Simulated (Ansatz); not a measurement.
Crystal: Ti.

```
CELL_PARAMETERS angstrom
0.00000 2.03000 2.03000
2.03000 0.00000 2.03000
2.03000 2.03000 0.00000
ATOMIC_POSITIONS crystal
Ti 0.00000 0.00000 0.00000
```

This isn't the form of Ti at room conditions, which is hcp.

```yaml
Program: Ansatz 0.2.0
Task: relaxation of cell and atoms
Functional: BLYP
Dispersion: D4
Potentials_or_basis: Ansatz PAW
Cutoff: "420 eV (not typed: the program's choice for these potentials)"
k_mesh: 11 × 11 × 11
Occupations: fermi-dirac, width 0.05 eV
Spin: no spin polarisation
```

At the start: volume 16.73 Å³/atom.

Where does the relaxation end?

It ends after 5 steps and the volume is 17.15 Å³/atom (+2.5 %); space group Fm-3m (No. 225, to 0.05 Å).

The path:
```csv
step,energy change (eV),largest force (eV/Å),volume (Å³)
1,0.0000,0.0000,16.73
2,-0.0017,0.0000,17.46
3,-0.0036,0.0000,17.16
4,-0.0036,0.0000,17.15
5,-0.0037,0.0000,17.15
```

Final structure:
```yaml
crystal:
  lattice:
    - [0.00000, 2.04697, 2.04697]
    - [2.04697, 0.00000, 2.04697]
    - [2.04697, 2.04697, 0.00000]
  atoms:
    - { symbol: Ti, position: [0.00000, 0.00000, 0.00000] }
```

Caveat: the plane-wave basis is chosen anew once the cell has moved, so the energies of steps on either side of that aren't comparable; pairwise dispersion overbinds metals, which lowers pressure and volume; the PAW data sets come from PBE, with cores solved anew for the run's functional, which leaves a small shift of forces and pressure.
